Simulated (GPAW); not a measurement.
A run of GPAW 26.7.0 is set up as follows.

run.py

```python
from ase.dft.bandgap import bandgap
from ase.io import write
from ase.spacegroup import crystal
from ase.units import GPa
from gpaw import GPAW, PW

# P 4c
# B 4a
atoms = crystal(['P', 'B'],
                basis=[[0.25, 0.25, 0.25],
                       [0.0, 0.0, 0.0]],
                spacegroup=216, setting=1,  # F-43m
                cellpar=[4.538, 4.538, 4.538, 90.0, 90.0, 90.0],
                primitive_cell=True)

calc = GPAW(mode=PW(800),
            xc='PBE',
            kpts={'size': (7, 7, 7), 'gamma': True},
            occupations={'name': 'fermi-dirac', 'width': 0.05},
            nbands=11,
            convergence={'density': 1e-05, 'energy': 1e-05},
            maxiter=50,
            txt='gpaw.txt')
atoms.calc = calc
energy = atoms.get_potential_energy()
forces = atoms.get_forces()
stress = atoms.get_stress()
calc.write('gs.gpw')
write('result.traj', atoms)
print(f'Energy: {energy:.6f} eV')
print('Forces (eV/A):')
print(forces.round(4))
print('Stress (GPa):', (stress / GPa).round(3))
print('Fermi level:', round(calc.get_fermi_level(), 4), 'eV')
print(f'Gap: {bandgap(calc)[0]:.4f} eV, direct: {bandgap(calc, direct=True)[0]:.4f} eV')
```

Potentials or basis: GPAW PAW data sets (gpaw-data 1.2.1), pw.

Command:

```bash
$ OMP_NUM_THREADS=1 python run.py
```

Q: What does it give for the band gap on the k mesh?

A: 1.24 eV, indirect (least direct gap 3.40 eV).

Q: Estimate the pressure.

A: 1.4 GPa.

Caveat: an odd mesh through Γ misses points on the zone boundary, where band edges often lie.
